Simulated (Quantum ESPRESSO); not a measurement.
# TaN (P4_2/mmc) in Quantum ESPRESSO: reference runs

How does TaN come out in PBE? The cell is run as given and disturbed, then over a range of volumes.

Everything below comes from runs of Quantum ESPRESSO 7.5. Logs are shortened: lines on timing, memory, paths and dates and some standing lists are left out, and cuts for length are marked.

**1. The structure**

The structure is tetragonal, space group P4_2/mmc (No. 131). The conventional cell has a = 3.663 Å, b = 3.663 Å, c = 4.560 Å, α = 90.00°, β = 90.00°, γ = 90.00°. Around Ta (site symmetry mmm) lie 4 N at 2.16 Å. N (site symmetry -4m2) has 4 Ta at 2.16 Å and 2 N at 2.28 Å as nearest neighbours.

The cell comes from a database or a generator and needn't be the stable form of this composition.

**2. Single point, PBE**

File pw.in:

```
&CONTROL
  calculation = 'scf'
  prefix = 'pwscf'
  outdir = './tmp'
  pseudo_dir = './pseudo'
  tprnfor = .true.
  tstress = .true.
  disk_io = 'low'
/
&SYSTEM
  ibrav = 0
  celldm(1) = 8
  nat = 4
  ntyp = 2
  ecutwfc = 60
  ecutrho = 480
  nbnd = 26
  occupations = 'smearing'
  smearing = 'fd'
  degauss = 0.00367493
/
&ELECTRONS
  conv_thr = 8d-10
  electron_maxstep = 120
  mixing_beta = 0.5
/
ATOMIC_SPECIES
Ta   180.9479 Ta_pbe_v1.uspp.F.UPF
N     14.0070 N.pbe-n-radius_5.UPF
CELL_PARAMETERS alat
  0.8652679113272   0.0000000000000   0.0000000000000
  0.0000000000000   0.8652679113272   0.0000000000000
  0.0000000000000   0.0000000000000   1.0772605769006
ATOMIC_POSITIONS crystal
Ta     0.0000000000    0.5000000000    0.0000000000
Ta     0.5000000000    0.0000000000    0.5000000000
N      0.0000000000    0.0000000000    0.2500000000
N      0.0000000000    0.0000000000    0.7500000000
K_POINTS automatic
7 7 6 0 0 0
```

File pp_density.in:

```
&INPUTPP
  prefix = 'pwscf'
  outdir = './tmp'
  filplot = 'density.dat'
  plot_num = 0
/
&PLOT
  nfile = 1
  filepp(1) = 'density.dat'
  iflag = 3
  output_format = 6
  fileout = 'density.cube'
/
```

File pp_potential.in:

```
&INPUTPP
  prefix = 'pwscf'
  outdir = './tmp'
  filplot = 'potential.dat'
  plot_num = 11
/
&PLOT
  nfile = 1
  filepp(1) = 'potential.dat'
  iflag = 3
  output_format = 6
  fileout = 'potential.cube'
/
```

Potentials or basis: SSSP 1.3 efficiency PBE.

Started as:

```
> OMP_NUM_THREADS=1 pw.x -in pw.in > pw.out
> OMP_NUM_THREADS=1 pp.x -in pp_density.in > pp_density.out
> OMP_NUM_THREADS=1 pp.x -in pp_potential.in > pp_potential.out
```

pw.out:

```text
This program is part of the open-source Quantum ESPRESSO suite
     for quantum simulation of materials; please cite
[... 9 lines left out ...]
     --------------------
     sticks:   dense  smooth     PW     G-vecs:    dense   smooth      PW
     Sum        1829     917    277                73289    25919    4155

     Using Slab Decomposition

     bravais-lattice index     =            0
     lattice parameter (alat)  =       8.0000  a.u.
     unit-cell volume          =     412.9447 (a.u.)^3
     number of atoms/cell      =            4
     number of atomic types    =            2
     number of electrons       =        36.00
     number of Kohn-Sham states=           26
     kinetic-energy cutoff     =      60.0000  Ry
     charge density cutoff     =     480.0000  Ry
     scf convergence threshold =      8.0E-10
     mixing beta               =       0.5000
     number of iterations used =            8  plain     mixing
     Exchange-correlation= PBE
                           (   1   4   3   4   0   0   0)

     celldm(1)=   8.000000  celldm(2)=   0.000000  celldm(3)=   0.000000
     celldm(4)=   0.000000  celldm(5)=   0.000000  celldm(6)=   0.000000

     crystal axes: (cart. coord. in units of alat)
               a(1) = (   0.865268   0.000000   0.000000 )
               a(2) = (   0.000000   0.865268   0.000000 )
               a(3) = (   0.000000   0.000000   1.077261 )

     reciprocal axes: (cart. coord. in units 2 pi/alat)
               b(1) = (  1.155711  0.000000  0.000000 )
               b(2) = (  0.000000  1.155711  0.000000 )
               b(3) = (  0.000000  0.000000  0.928281 )

     PseudoPot. # 1 for Ta read from file:
     Ta_pbe_v1.uspp.F.UPF
     Pseudo is Ultrasoft + core correction, Zval = 13.0
     Generated by new atomic code, or converted to UPF format
     Using radial grid of  921 points,  7 beta functions with:
                l(1) =   0
                l(2) =   0
                l(3) =   1
                l(4) =   1
                l(5) =   2
                l(6) =   2
                l(7) =   3
     Q(r) pseudized with  6 coefficients,  rinner =    1.300   1.300   1.300
                                                       1.300   1.300   1.300
                                                       1.300

     PseudoPot. # 2 for N  read from file:
     N.pbe-n-radius_5.UPF
     Pseudo is Ultrasoft + core correction, Zval =  5.0
     Generated using "atomic" code by A. Dal Corso  v.5.1
     Using radial grid of 1085 points,  4 beta functions with:
                l(1) =   0
                l(2) =   0
                l(3) =   1
                l(4) =   1
     Q(r) pseudized with 0 coefficients

     atomic species   valence    mass     pseudopotential
     Ta               13.00   180.94790     Ta( 1.00)
     N                 5.00    14.00700     N ( 1.00)

     16 Sym. Ops., with inversion, found ( 8 have fractional translation)

   Cartesian axes

     site n.     atom                  positions (alat units)
         1        Ta     tau(   1) = (   0.0000000   0.4326340   0.0000000  )
         2        Ta     tau(   2) = (   0.4326340   0.0000000   0.5386303  )
         3        N      tau(   3) = (   0.0000000   0.0000000   0.2693151  )
         4        N      tau(   4) = (   0.0000000   0.0000000   0.8079454  )

     number of k points=    40  Fermi-Dirac smearing, width (Ry)=  0.0037
                       cart. coord. in units 2pi/alat
        k(    1) = (   0.0000000   0.0000000   0.0000000), wk =   0.0068027
        k(    2) = (   0.0000000   0.0000000   0.1547134), wk =   0.0136054
        k(    3) = (   0.0000000   0.0000000   0.3094268), wk =   0.0136054
        k(    4) = (   0.0000000   0.0000000  -0.4641403), wk =   0.0068027
        k(    5) = (   0.0000000   0.1651016   0.0000000), wk =   0.0272109
        k(    6) = (   0.0000000   0.1651016   0.1547134), wk =   0.0544218
[... 32 lines left out ...]
        k(   39) = (   0.4953049   0.4953049   0.3094268), wk =   0.0544218
        k(   40) = (   0.4953049   0.4953049  -0.4641403), wk =   0.0272109

     Dense  grid:    73289 G-vectors     FFT dimensions: (  50,  50,  64)

     Smooth grid:    25919 G-vectors     FFT dimensions: (  36,  36,  48)

     Initial potential from superposition of free atoms

     starting charge      35.9978, renormalised to      36.0000

     negative rho (up, down):  1.872E-01 0.000E+00
     Starting wfcs are   34 randomized atomic wfcs

     Self-consistent Calculation

     iteration #  1     ecut=    60.00 Ry     beta= 0.50
     Davidson diagonalization with overlap
     ethr =  1.00E-02,  avg # of iterations =  2.0

     negative rho (up, down):  1.917E-01 0.000E+00

     total energy              =    -323.25599075 Ry
     estimated scf accuracy    <       2.11613269 Ry

     iteration #  2     ecut=    60.00 Ry     beta= 0.50
     Davidson diagonalization with overlap
     ethr =  5.88E-03,  avg # of iterations =  3.1

     negative rho (up, down):  1.935E-01 0.000E+00

     total energy              =    -323.63643104 Ry
     estimated scf accuracy    <       3.57271174 Ry

     iteration #  3     ecut=    60.00 Ry     beta= 0.50
     Davidson diagonalization with overlap
     ethr =  5.88E-03,  avg # of iterations =  2.1

     negative rho (up, down):  1.945E-01 0.000E+00

     total energy              =    -324.17131876 Ry
     estimated scf accuracy    <       0.02106300 Ry

     iteration #  4     ecut=    60.00 Ry     beta= 0.50
     Davidson diagonalization with overlap
     ethr =  5.85E-05,  avg # of iterations =  6.0

     negative rho (up, down):  1.983E-01 0.000E+00

     total energy              =    -324.18119167 Ry
     estimated scf accuracy    <       0.01740063 Ry

     iteration #  5     ecut=    60.00 Ry     beta= 0.50
     Davidson diagonalization with overlap
     ethr =  4.83E-05,  avg # of iterations =  3.4

     negative rho (up, down):  1.981E-01 0.000E+00

     total energy              =    -324.18312172 Ry
     estimated scf accuracy    <       0.04398169 Ry

     iteration #  6     ecut=    60.00 Ry     beta= 0.50
     Davidson diagonalization with overlap
     ethr =  4.83E-05,  avg # of iterations =  1.7

     negative rho (up, down):  1.982E-01 0.000E+00

     total energy              =    -324.18694673 Ry
     estimated scf accuracy    <       0.00216913 Ry

     iteration #  7     ecut=    60.00 Ry     beta= 0.50
     Davidson diagonalization with overlap
     ethr =  6.03E-06,  avg # of iterations =  4.3

     negative rho (up, down):  1.981E-01 0.000E+00

     total energy              =    -324.18625279 Ry
     estimated scf accuracy    <       0.00277354 Ry

     iteration #  8     ecut=    60.00 Ry     beta= 0.50
     Davidson diagonalization with overlap
     ethr =  6.03E-06,  avg # of iterations =  2.0

     negative rho (up, down):  1.981E-01 0.000E+00

     total energy              =    -324.18674545 Ry
     estimated scf accuracy    <       0.00002637 Ry

     iteration #  9     ecut=    60.00 Ry     beta= 0.50
     Davidson diagonalization with overlap
     c_bands:  1 eigenvalues not converged
     ethr =  7.32E-08,  avg # of iterations =  5.2

     negative rho (up, down):  1.981E-01 0.000E+00

     total energy              =    -324.18676629 Ry
     estimated scf accuracy    <       0.00007921 Ry

     iteration # 10     ecut=    60.00 Ry     beta= 0.50
     Davidson diagonalization with overlap
     ethr =  7.32E-08,  avg # of iterations =  1.0

     negative rho (up, down):  1.981E-01 0.000E+00

     total energy              =    -324.18675727 Ry
     estimated scf accuracy    <       0.00003596 Ry

     iteration # 11     ecut=    60.00 Ry     beta= 0.50
     Davidson diagonalization with overlap
     ethr =  7.32E-08,  avg # of iterations =  2.1

     negative rho (up, down):  1.981E-01 0.000E+00

     total energy              =    -324.18676237 Ry
     estimated scf accuracy    <       0.00000004 Ry

     iteration # 12     ecut=    60.00 Ry     beta= 0.50
     Davidson diagonalization with overlap
     ethr =  1.05E-10,  avg # of iterations =  5.1

     negative rho (up, down):  1.981E-01 0.000E+00

     total energy              =    -324.18676251 Ry
     estimated scf accuracy    <       0.00000002 Ry

     iteration # 13     ecut=    60.00 Ry     beta= 0.50
     Davidson diagonalization with overlap
     ethr =  6.75E-11,  avg # of iterations =  4.0

     negative rho (up, down):  1.981E-01 0.000E+00

     total energy              =    -324.18676252 Ry
     estimated scf accuracy    <       0.00000003 Ry

     iteration # 14     ecut=    60.00 Ry     beta= 0.50
     Davidson diagonalization with overlap
     ethr =  6.75E-11,  avg # of iterations =  1.0
[... 6 lines left out ...]
     iteration # 15     ecut=    60.00 Ry     beta= 0.50
     Davidson diagonalization with overlap
     ethr =  6.75E-11,  avg # of iterations =  1.0

     negative rho (up, down):  1.981E-01 0.000E+00

     total energy              =    -324.18676251 Ry
     estimated scf accuracy    <          7.5E-09 Ry

     iteration # 16     ecut=    60.00 Ry     beta= 0.50
     Davidson diagonalization with overlap
     ethr =  2.07E-11,  avg # of iterations =  2.6

     negative rho (up, down):  1.981E-01 0.000E+00

     total energy              =    -324.18676251 Ry
     estimated scf accuracy    <          2.1E-09 Ry

     iteration # 17     ecut=    60.00 Ry     beta= 0.50
     Davidson diagonalization with overlap
     ethr =  5.83E-12,  avg # of iterations =  1.0

     negative rho (up, down):  1.981E-01 0.000E+00

     total energy              =    -324.18676251 Ry
     estimated scf accuracy    <          9.1E-10 Ry

     iteration # 18     ecut=    60.00 Ry     beta= 0.50
     Davidson diagonalization with overlap
     ethr =  2.53E-12,  avg # of iterations =  1.1

     negative rho (up, down):  1.981E-01 0.000E+00

     End of self-consistent calculation

          k = 0.0000 0.0000 0.0000 (  3237 PWs)   bands (ev):

   -55.7601 -55.7440 -22.3767 -22.1607 -22.1607 -22.1468 -22.0068 -22.0068
    -3.4944   0.4342   5.2123   7.8058   7.8058   8.8632   9.8688   9.8688
    11.7539  13.7285  14.6934  14.7353  15.2039  15.2039  15.7504  17.1411
    18.2072  20.1696

          k = 0.0000 0.0000 0.1547 (  3229 PWs)   bands (ev):

   -55.7591 -55.7451 -22.3627 -22.1637 -22.1549 -22.1549 -22.0126 -22.0126
    -3.3217  -0.0569   5.8956   7.7345   7.7345   9.0766   9.9377   9.9377
    11.7528  13.3927  13.8387  15.2420  15.2718  15.2718  15.5796  15.8862
    19.5691  20.5148

          k = 0.0000 0.0000 0.3094 (  3225 PWs)   bands (ev):

   -55.7561 -55.7480 -22.3235 -22.2087 -22.1414 -22.1414 -22.0261 -22.0261
    -2.8187  -1.0452   7.4612   7.6063   7.6063   9.6856  10.0561  10.0561
    11.4467  11.4856  14.1536  14.9965  15.1477  15.2757  15.4387  15.4387
    20.4415  20.4415

          k = 0.0000 0.0000-0.4641 (  3246 PWs)   bands (ev):

   -55.7521 -55.7521 -22.2676 -22.2676 -22.1333 -22.1333 -22.0343 -22.0343
    -2.0307  -2.0307   7.5481   7.5481   9.3930   9.3930  10.1072  10.1072
    10.6117  10.6117  14.6224  14.6224  15.0341  15.0341  15.5409  15.5409
    20.1733  20.1733

          k = 0.0000 0.1651 0.0000 (  3233 PWs)   bands (ev):

   -55.7590 -55.7445 -22.3637 -22.1785 -22.1564 -22.1555 -22.0239 -22.0100
    -3.3320   0.2842   5.3976   7.8696   8.1478   8.4766   9.6700   9.8584
    12.2434  13.7574  14.4787  14.6315  15.0017  15.0138  15.7977  16.9114
    18.8760  20.2540

          k = 0.0000 0.1651 0.1547 (  3254 PWs)   bands (ev):

   -55.7581 -55.7455 -22.3543 -22.1869 -22.1584 -22.1505 -22.0255 -22.0150
    -3.1717  -0.1461   6.0075   7.7453   8.0280   8.7098   9.8312   9.9981
    12.0920  13.3963  13.7440  14.9188  15.1492  15.1508  15.6693  16.3161
    19.2350  20.3671

          k = 0.0000 0.1651 0.3094 (  3243 PWs)   bands (ev):

   -55.7554 -55.7481 -22.3264 -22.2283 -22.1431 -22.1391 -22.0320 -22.0263
    -2.7073  -1.0378   7.2797   7.5434   8.0655   9.1376  10.0977  10.3224
    11.4618  11.7941  13.8535  14.9738  15.0353  15.3529  15.6352  15.6955
    19.3598  20.4060
[... 199 lines left out ...]
   -55.7495 -55.7493 -22.3300 -22.2732 -22.1991 -22.1728 -22.0646 -22.0599
    -1.7159  -1.1504   7.5754   7.8024   8.1712   8.7793   9.7828  10.6467
    11.6044  12.0279  14.5251  14.8933  15.0717  15.3560  15.8505  16.1427
    18.2143  18.6235

          k = 0.4953 0.4953 0.0000 (  3212 PWs)   bands (ev):

   -55.7492 -55.7484 -22.3691 -22.2490 -22.2375 -22.1460 -22.1250 -22.0140
    -1.6262  -0.8404   6.3614   6.3907   7.8570  10.4222  10.4868  11.4857
    12.7742  12.8268  13.2184  13.2202  15.2985  15.5229  16.3519  17.0464
    17.6036  18.3903

          k = 0.4953 0.4953 0.1547 (  3220 PWs)   bands (ev):

   -55.7492 -55.7485 -22.3546 -22.2515 -22.2386 -22.1396 -22.1361 -22.0225
    -1.5887  -0.9149   6.5757   6.5873   8.1233  10.0615  10.0934  11.3954
    12.2144  12.7520  13.5669  13.5785  15.4068  15.5349  16.6101  16.8230
    17.6361  18.3944

          k = 0.4953 0.4953 0.3094 (  3231 PWs)   bands (ev):

   -55.7490 -55.7486 -22.3167 -22.2589 -22.2376 -22.1782 -22.1107 -22.0456
    -1.4784  -1.0967   7.1493   7.1795   8.6254   9.1175   9.4884  11.3234
    11.4756  12.2571  14.1907  14.2062  15.5514  15.6694  16.2574  16.5288
    18.2120  18.3792

          k = 0.4953 0.4953-0.4641 (  3234 PWs)   bands (ev):

   -55.7488 -55.7488 -22.2767 -22.2767 -22.2207 -22.2207 -22.0777 -22.0777
    -1.3048  -1.3048   7.9690   7.9690   8.0873   8.0873  10.2227  10.2227
    11.7849  11.7849  14.5766  14.5766  15.6744  15.6744  16.0497  16.0497
    18.3722  18.3722

     the Fermi energy is    13.4352 ev

!    total energy              =    -324.18676251 Ry
     estimated scf accuracy    <          8.3E-11 Ry
     smearing contrib. (-TS)   =      -0.00104762 Ry
     internal energy E=F+TS    =    -324.18571490 Ry

     The total energy is F=E-TS. E is the sum of the following terms:
     one-electron contribution =     -67.87887653 Ry
     hartree contribution      =      48.43741762 Ry
     xc contribution           =     -94.88581630 Ry
     ewald contribution        =    -209.85843969 Ry

     convergence has been achieved in  18 iterations

     negative rho (up, down):  1.981E-01 0.000E+00

     Forces acting on atoms (cartesian axes, Ry/au):

     atom    1 type  1   force =     0.00000000    0.00000000    0.00000000
     atom    2 type  1   force =     0.00000000    0.00000000    0.00000000
     atom    3 type  2   force =     0.00000000    0.00000000    0.00000000
     atom    4 type  2   force =     0.00000000    0.00000000    0.00000000

     Total force =     0.000000     Total SCF correction =     0.000000

     Computing stress (Cartesian axis) and pressure

     negative rho (up, down):  1.981E-01 0.000E+00
          total   stress  (Ry/bohr**3)                   (kbar)     P=     -200.10
  -0.00211064   0.00000000   0.00000000         -310.49        0.00        0.00
   0.00000000  -0.00211064   0.00000000            0.00     -310.49        0.00
   0.00000000   0.00000000   0.00014051            0.00        0.00       20.67

=------------------------------------------------------------------------------=
   JOB DONE.
=------------------------------------------------------------------------------=
```

Wall time 2.6 min (1 thread of Intel Xeon Platinum 8259CL at 2.50GHz (Skylake/Cascade Lake), shared host); peak memory 0.56 GiB.

Results:

```yaml
Free_energy: -4410.7856 eV
Pressure: -20.0 GPa
Band_gap_on_the_k_mesh: none (metal or under the smearing width)
```

Stress tensor (GPa, compression positive):
```
-31.05   0.00   0.00
  0.00 -31.05   0.00
  0.00   0.00   2.07
```

Caveat: so large a pressure means that the cell lies far from this level's equilibrium, or that cutoff or potentials fall short. The run has no spin-orbit coupling, so splittings on Ta are missing.

(Part 1 of 2 ends here.)
